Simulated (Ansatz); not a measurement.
# HfN: a single-point run

The task is a single-point run on HfN. The structure is shown as the input types it.

Program: Ansatz 0.2.0. Level of theory: DFT, LDA, all-electron LAPW, scalar-relativistic. These are calculated values, not measurements.

### 1 Starting point

The structure is tetragonal, space group I4mm (No. 107). Conventional cell: a = 3.190 Å, b = 3.190 Å, c = 4.512 Å, α = 90.00°, β = 90.00°, γ = 90.00°. Hf (site symmetry 4mm) is surrounded by 5 N at 1.85 to 2.29 Å. N (site symmetry 4mm) is surrounded by 5 Hf at 1.85 to 2.29 Å.

Coordinates:

```cif
data_structure
_symmetry_space_group_name_H-M 'I4mm'
_symmetry_Int_Tables_number 107
_cell_length_a 3.1905
_cell_length_b 3.1905
_cell_length_c 4.5120
_cell_angle_alpha 90.000
_cell_angle_beta 90.000
_cell_angle_gamma 90.000
_cell_volume 45.93
loop_
_atom_site_label
_atom_site_type_symbol
_atom_site_symmetry_multiplicity
_atom_site_Wyckoff_symbol
_atom_site_fract_x
_atom_site_fract_y
_atom_site_fract_z
_atom_site_occupancy
Hf1 Hf 2 a 0.00000 0.00000 0.04500 1
N1 N 2 a 0.00000 0.00000 0.45500 1
```

### 2 The run

input.yaml reads:

```yaml
crystal:
  lattice:
    - [0.0, 2.256, 2.256]
    - [2.256, 0.0, 2.256]
    - [2.256, 2.256, 0.0]
  atoms:
    - { symbol: Hf, position: [-0.045, -0.045, 0.045] }
    - { symbol: "N", position: [0.545, 0.545, 0.455] }
kpoints:
  mp_grid: { grid: [9, 9, 9] }
scf:
  occupations: { method: fermi_dirac, width: 0.03 }
  max_iter: 5
hamiltonian:
  xc: lda
  pseudopotentials: { kind: all_electron, lapw: { basis_error: 0.001 } }
output:
  forces: true
  stress: true
  eigenvalues: true
  populations: true
```

The run is started by

```sh
$ ansatz run input.yaml --threads 1 --pin off --max-ram 2048MiB --backend cpu --events-out ev --progress --plain --runs-dir out
```

The program printed:

```text
Hf: projections on atomic orbitals take those of the free atom 1s2 2s2 2p6 3s2 3p6 3d10 4s2 4p6 4d10 4f14 5s2 5p6 5d2 6s2, of charge +0.00 (hamiltonian.pseudopotentials.projection_atoms)
N: projections on atomic orbitals take those of the free atom 1s2 2s2 2p3, of charge +0.00 (hamiltonian.pseudopotentials.projection_atoms)
LAPW: plane waves up to 11.825 Å⁻¹, error target 1.0e-3 eV per atom; small_component_spin mean_spin; N in spheres of 0.757 Å, 7 of its electrons in bands, Dirac shells []; Hf in spheres of 1.093 Å, 44 of its electrons in bands, Dirac shells []
Engine: ansatz 0.2.0
Pseudopotentials: kind: all_electron
Pseudopotential: Hf, LAPW, valence charge 44, Koelling and Harmon's equation, gaussian nucleus
Pseudopotential: N, LAPW, valence charge 7, Koelling and Harmon's equation, gaussian nucleus
Functional definition: SPW92
  exchange = slater_x
  correlation = pw_c
Crystal: 2 atoms, lattice volume = 22.964 Å³
Basis set: ecut = 532.7772096889292 eV, 645 PW (Γ), exchange–correlation at level 2
Bands: 31, of which v1, the nominal top of the filled ones, is band 26 counted from 1 (25 counted from 0)
Symmetry: 8 space group operations
Space group: I4mm (ITA 107), of the structure as read, at distance tolerance 2.8e-5 Å
k-points: 75 of 729 (time reversal used)
Non-local potential: Hf, projectors of the file, none
Non-local potential: N, projectors of the file, none
Initial density: superposition of atomic densities (chi_scale 0.1, normalization cell, long waves kept (reshape's long-wave potential 0.00 eV rms))
Initial wavefunctions: plane waves of lowest kinetic energy (no species holds an atomic orbital)
Functional: x = slater, c = lda
iter 1 solved again at ethr=1.31e-2 eV; its pass at ethr=1.00e-1 eV (dr2=6.66e0 eV) is discarded
SCF iter   1: F=—  HF=-411491.004885 eV  |F-HF|=—  |Δ(HF+E_count)|=         —  Δρ=1.53e-1  dr2=6.66e0  ethr=1.31e-2  ⟨swp⟩=2.0  Hψ=14670  notcnv=0
preconditioner: auto → Kerker (q_TF=auto, 3.116 Å⁻¹)  [metal: Δε(μ)=0.028 eV  Ē_g=19.207 eV  σ=0.030 eV  W_gap=0.23  n_scr=14 (ndim 8)  ℏωp=41.7 eV  f_vac=0.000  D(μ)=1.24/eV (n_scr^D=14)]
iter 2 solved again at ethr=1.00e-3 eV; its pass at ethr=1.31e-2 eV (dr2=5.11e-1 eV) is discarded
SCF iter   2: F=—  HF=-411488.997593 eV  |F-HF|=—  |Δ(HF+E_count)|=    2.01e0  Δρ=4.43e-2  dr2=5.11e-1  ethr=1.00e-3  ⟨swp⟩=2.0  Hψ=11627  notcnv=0
SCF iter   3: F=—  HF=-411488.895089 eV  |F-HF|=—  |Δ(HF+E_count)|=         —  Δρ=3.24e-2  dr2=3.08e-1  ethr=1.00e-3  ⟨swp⟩=2.0  Hψ=6685  notcnv=0
the basis was enlarged: its passes take 241.1 KiB over the memory plan, 1 of 1 planned eigensolver slots
SCF iter   4: F=—  HF=-411488.856886 eV  |F-HF|=—  |Δ(HF+E_count)|=   3.82e-2  Δρ=1.06e-2  dr2=2.68e-2  ethr=6.04e-4  ⟨swp⟩=3.0  Hψ=6799  notcnv=0
SCF iter   5: F=—  HF=-411488.796078 eV  |F-HF|=—  |Δ(HF+E_count)|=   6.08e-2  Δρ=4.15e-3  dr2=2.04e-3  ethr=5.25e-5  ⟨swp⟩=3.0  Hψ=7087  notcnv=0
Error: did not converge after 5 iterations: onsite_residual = 3.63e-3 (threshold 1.00e-7), under the density mixer `msr1`, which `scf.mixing.algorithm: auto` chose by the deck's other keys (type `scf.mixing.algorithm: msr1` to keep it); raise `scf.max_iter`, which need not help a stalled SCF, or adjust the mixing (`scf.mixing`) or, under a smearing, its width (`scf.occupations.width`, in either direction: another width is another result); this SCF holds its density and magnetisation to the symmetry operations that it keeps, and cannot end on a state that breaks one of them: if the state sought breaks one, re-run with `crystal.symmetry.detect: false`, without `crystal.symmetry.time_reversal: true`, on a non-collinear deck whose state breaks time reversal, with `crystal.symmetry.time_reversal: false` beside it (there exact exchange or a DFT+U term alone can polarise the run; a magnetic state wants starting moments), where the deck allows it (that run may end on another state, and need not converge either) — the other mixer that `auto` picks from is left to try (`scf.mixing.algorithm: broyden`); it can need more iterations, either can converge an SCF that the other leaves open, and the two can end on different states; the input reference at `scf.mixing.algorithm` says more, and from which start to try it
```

Run time: 26 s. Hardware: 1 thread of Arm Neoverse V2, shared host; peak memory 0.39 GiB.

Residual by cycle. The quantity is the density residual dr2, in eV.

```
cycle  residual
    1      6.66
    2     0.511
    3     0.308
    4    0.0268
    5   0.00204
```

### 3 Reading the log

No self-consistency after 5 cycles. The density residual dr2 fell from 6.66 to 0.00204 eV (threshold 1.0e-7) and was still falling. The test that failed last is that of the onsite residual, at 0.00363. Its numbers are not properties of the system.

The suspect setting: scf.max_iter is 5. The limit on iterations ended the loop before it was done.

Fix: delete scf.max_iter (the default then holds).

### 4 Again, with the input mended

Changes to input.yaml since step 2:

```diff
@@ -12,3 +12,2 @@
   occupations: { method: fermi_dirac, width: 0.03 }
-  max_iter: 5
 hamiltonian:
```

The run is started by

```sh
$ ansatz run input.yaml --threads 1 --pin off --max-ram 2048MiB --backend cpu --events-out ev --progress --plain --runs-dir out
```

Excerpt of the output:

```text
[...]
Basis set: ecut = 532.7772096889292 eV, 645 PW (Γ), exchange–correlation at level 2
[...]
k-points: 75 of 729 (time reversal used)
[...]
SCF iter   1: F=—  HF=-411491.004885 eV  |F-HF|=—  |Δ(HF+E_count)|=         —  Δρ=1.53e-1  dr2=6.66e0  ethr=1.31e-2  ⟨swp⟩=2.0  Hψ=14670  notcnv=0
preconditioner: auto → Kerker (q_TF=auto, 3.116 Å⁻¹)  [metal: Δε(μ)=0.028 eV  Ē_g=19.207 eV  σ=0.030 eV  W_gap=0.23  n_scr=14 (ndim 8)  ℏωp=41.7 eV  f_vac=0.000  D(μ)=1.24/eV (n_scr^D=14)]
[...]
SCF iter   2: F=—  HF=-411488.997593 eV  |F-HF|=—  |Δ(HF+E_count)|=    2.01e0  Δρ=4.43e-2  dr2=5.11e-1  ethr=1.00e-3  ⟨swp⟩=2.0  Hψ=11627  notcnv=0
[...]
SCF iter   9: F=—  HF=-411488.795819 eV  |F-HF|=—  |Δ(HF+E_count)|=   5.75e-7  Δρ=3.66e-5  dr2=2.76e-7  ethr=2.89e-9  ⟨swp⟩=3.0  Hψ=6576  notcnv=0
SCF iter  10: F=-411488.795819 eV  HF=-411488.795819 eV  |F-HF|=9.66e-9  |Δ(HF+E_count)|=   3.36e-8  Δρ=1.08e-5  dr2=2.56e-8  ethr=5.42e-10  ⟨swp⟩=2.7  Hψ=6405  notcnv=0
[...]
SCF converged after 10 iterations
Free energy (F): -411488.795819 eV
[...]
E sigma→0 (E₀):  -411488.795016 eV
[...]
Fermi energy:    23.790839 eV
[...]
  P = ⅓ Tr σ = 15.8084 GPa (158.084 kbar)
[...]
```

Wall time 54 s (1 thread of Arm Neoverse V2, shared host); peak memory 0.42 GiB.

Residuals of both tries. The quantity is the density residual dr2, in eV.

```
cycle  first try  second try
    1       6.66        6.66
    2      0.511       0.511
    3      0.308       0.308
    4     0.0268      0.0268
    5    0.00204     0.00204
    6          -      2.2e-4
    7          -      2.4e-5
    8          -      1.5e-6
    9          -      2.8e-7
   10          -      2.6e-8
```

### 5 Summary of results

| quantity | value |
| --- | --- |
| first try | not converged, 5 SCF cycles |
| cause | too low a cap on iterations |
| second try | converged, 10 SCF cycles |
| total energy | -411488.7958 eV |
| pressure | 15.81 GPa |
| gap on the mesh | none (metal on this mesh) |
| largest force | 6.356 eV/Å |

With the input mended the run converges in 10 SCF cycles. The largest force in the second run is 6.356 eV/Å, so the atoms are not at their relaxed places. The structure is not at rest: the sound run finds 16 GPa, so these are no properties of the relaxed crystal. 
